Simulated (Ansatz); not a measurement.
SnO2 (Cassiterite) under changes of volume

One of the cells (11.922 Å³/atom); the others are scaled copies at fixed shape and fractional positions:

```
CELL_PARAMETERS angstrom
4.73800 0.00000 0.00000
0.00000 4.73800 0.00000
0.00000 0.00000 3.18650
ATOMIC_POSITIONS crystal
Sn 0.50000 0.50000 0.50000
Sn 0.00000 0.00000 0.00000
O 0.80710 0.19290 0.50000
O 0.69290 0.69290 0.00000
O 0.19290 0.80710 0.50000
O 0.30710 0.30710 0.00000
```

```yaml
Program: Ansatz 0.2.0
Functional: PBE
Potentials_or_basis: all-electron LAPW, scalar-relativistic
Cutoff: 412 eV (chosen from the basis error)
Basis_error_allowed: 0.001 eV/atom
k_mesh: 6 × 6 × 8
Occupations: fermi-dirac, width 0.05 eV
Spin: no spin polarisation
```

| volume (Å³/atom) | energy over the lowest point (meV/atom) | pressure (GPa) | gap on the mesh (eV) | largest force (eV/Å) |
| --- | --- | --- | --- | --- |
| 11.207 | ? | ? | ? | ? |
| 11.445 | 69.00 | 21.5 | 1.77 | 0.453 |
| 11.684 | 41.23 | 16.0 | 1.52 | 0.360 |
| 11.922 | 21.22 | 11.0 | 1.29 | 0.273 |
| 12.161 | 8.15 | 6.6 | 1.06 | 0.192 |
| 12.399 | 1.29 | 2.7 | 0.84 | 0.117 |
| 12.637 | 0.00 | -0.9 | 0.63 | 0.047 |

What does the run at 11.207 Å³/atom give?

Energy over the lowest point 105.43 meV/atom; pressure 27.6 GPa; gap on the mesh 2.03 eV; largest force 0.554 eV/Å.

Worked out: A Birch-Murnaghan fit of order 3 (a polynomial in V^(-2/3)) to the other rows has its minimum at 12.58 Å³/atom with B0 = V·E''(V) = 182 GPa and B' = 4.7 at fixed shape and positions, which overstates the stiffness. It gives 105.28 meV/atom at 11.207 Å³/atom, against the run's 105.43, and -dE/dV = 27.5 GPa, against 27.6. A straight line through the other rows of the gap, of slope -11.5 eV per unit of ln V (its deformation potential), extrapolates to 2.00 eV, against the run's 2.03.

Energies are extrapolated to zero smearing.

Caveats: spin-orbit coupling is left out, which moves the levels of the heavy elements.
